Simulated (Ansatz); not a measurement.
# TiCo3: how settings move the results

An exercise on one series of results from a longer session: the logs are not shown, and one member is left open.

Program: Ansatz 0.2.0. Level of theory: DFT PBEsol, scalar-relativistic, plane waves, PAW. These are calculated values, not measurements.

2 further runs of the same task are left out: 2 for a known fault of the program.

## The starting structure

It takes space group Pm-3m (No. 221, cubic). Conventional cell: a = 3.614 Å, b = 3.614 Å, c = 3.614 Å, α = 90.00°, β = 90.00°, γ = 90.00°. Ti (site symmetry m-3m) has 12 Co at 2.56 Å as nearest neighbours. Co (site symmetry 4/mmm) is surrounded by 4 Ti at 2.56 Å and 8 Co at 2.56 Å.

Structure file:

```cif
data_structure
_symmetry_space_group_name_H-M 'Pm-3m'
_symmetry_Int_Tables_number 221
_cell_length_a 3.6140
_cell_length_b 3.6140
_cell_length_c 3.6140
_cell_angle_alpha 90.000
_cell_angle_beta 90.000
_cell_angle_gamma 90.000
_cell_volume 47.20
loop_
_atom_site_label
_atom_site_type_symbol
_atom_site_symmetry_multiplicity
_atom_site_Wyckoff_symbol
_atom_site_fract_x
_atom_site_fract_y
_atom_site_fract_z
_atom_site_occupancy
Ti1 Ti 1 a 0.00000 0.00000 0.00000 1
Co1 Co 3 c 0.00000 0.50000 0.50000 1
```

Source of the structure: the Crystallography Open Database. It is taken as it stands there.

## The base input

input.yaml

```yaml
crystal:
  lattice:
    - [3.614, 0.0, 0.0]
    - [0.0, 3.614, 0.0]
    - [0.0, 0.0, 3.614]
  atoms:
    - { symbol: Ti, position: [0.0, 0.0, 0.0], spin: -0.41 }
    - { symbol: Co, position: [0.0, 0.5, 0.5], spin: 1.22 }
    - { symbol: Co, position: [0.5, 0.0, 0.5], spin: 1.22 }
    - { symbol: Co, position: [0.5, 0.5, 0.0], spin: 1.22 }
basis:
  ecutwfc: 420
kpoints:
  mp_grid: { grid: [12, 12, 12] }
hamiltonian:
  xc: pbesol
scf:
  occupations: { method: gaussian, width: 0.1 }
output:
  forces: true
  stress: true
  eigenvalues: true
  populations: true
magnetization:
  spin_polarized: true
```

It was run beforehand and gave: -4438.4827 eV/atom at zero smearing, pressure -10.27 GPa, largest force 0.000 eV/Å, no gap on the mesh, site moments Ti -0.38, Co +1.10 (×3) μB, in 14 SCF cycles and 20 s.

The first run:

input.yaml

```yaml
crystal:
  lattice:
    - [3.614, 0.0, 0.0]
    - [0.0, 3.614, 0.0]
    - [0.0, 0.0, 3.614]
  atoms:
    - { symbol: Ti, position: [0.0, 0.0, 0.0], spin: -0.42 }
    - { symbol: Co, position: [0.0, 0.5, 0.5], spin: 1.21 }
    - { symbol: Co, position: [0.5, 0.0, 0.5], spin: 1.21 }
    - { symbol: Co, position: [0.5, 0.5, 0.0], spin: 1.21 }
basis:
  ecutwfc: 420
kpoints:
  mp_grid: { grid: [1, 1, 1] }
hamiltonian:
  xc: pbesol
scf:
  occupations: { method: gaussian, width: 0.1 }
output:
  forces: true
  stress: true
  eigenvalues: true
  populations: true
magnetization:
  spin_polarized: true
```

Command:

```bash
> ansatz run input.yaml --threads 1 --pin off --max-ram 2560MiB --backend cpu --events-out ev --progress --plain --runs-dir out
```

Steps of the session up to this table: K-point mesh: 1×1×1; K-point mesh: 2×2×2; K-point mesh: 4×4×4; K-point mesh set to 6×6×6; K-point mesh set to 8×8×8; K-point mesh set to 10×10×10; K-point mesh set to 14×14×14; K-point mesh set to 16×16×16.

One table of the session follows, with a row left open; its other results are not shown here.

| mesh | ΔE (meV/atom) | pressure (GPa) | cell moment (μB) |
| --- | --- | --- | --- |
| 1×1×1 | 541 | -14.27 | 2.07 |
| 2×2×2 | 11.1 | -16.29 | 0.00 |
| 4×4×4 | 10.6 | -10.56 | 2.64 |
| 6×6×6 | -4.85 | -10.20 | 2.72 |
| 8×8×8 | 1.70 | -10.31 | 2.66 |
| 10×10×10 | ? | ? | ? |
| 12×12×12 | 0.20 | -10.27 | 2.68 |
| 14×14×14 | -0.60 | -10.14 | 2.72 |
| 16×16×16 | 0.00 | -10.22 | 2.70 |

Q: Estimate the row for 10×10×10 from the others.

As computed: ΔE (meV/atom): -0.90; pressure (GPa): -10.21; cell moment (μB): 2.70. In the column «ΔE (meV/atom)» it lies between 6×6×6 (-4.85) and 14×14×14 (-0.60).

Limits of these values: The error changes sign along the series, since a k mesh isn't variational, and a metal needs dense meshes to resolve its Fermi surface. Warnings in the runs' records: stability check not made, seeded moment not kept, filled band counts differ across k points.
